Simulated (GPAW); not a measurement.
BeS:

```
CELL_PARAMETERS angstrom
0.00000 2.42500 2.42500
2.42500 0.00000 2.42500
2.42500 2.42500 0.00000
ATOMIC_POSITIONS crystal
S 0.75000 0.75000 0.75000
Be 0.00000 0.00000 0.00000
```

Base run:

- Program: GPAW 26.7.0
- Functional: vdW-DF2
- Potentials or basis: GPAW PAW data sets (gpaw-data 1.2.1)
- Cutoff: 800 eV
- Basis: pw
- k mesh: 9 × 9 × 9
- Occupations: fermi-dirac, width 0.05 eV
- Spin: no spin polarisation

Its results: band gap on the k mesh 3.59 eV, indirect (least direct gap 5.85 eV).

Question: After a change of settings the same cell gave: band gap on the k mesh 3.14 eV, indirect (least direct gap 5.69 eV). Which change was it?
A. functional from vdW-DF2 to optB88-vdW
B. functional from vdW-DF2 to TB-mBJ; potentials or basis from GPAW PAW data sets (gpaw-data 1.2.1) to GPAW PAW data sets for LDA (gpaw-data 1.2.1)
C. functional from vdW-DF2 to r2SCAN
D. functional from vdW-DF2 to vdW-DF-cx

Answer: D.

Caveats: an odd mesh through Γ misses points on the zone boundary, where band edges often lie.

Runs at the PBE level aren't shown here.
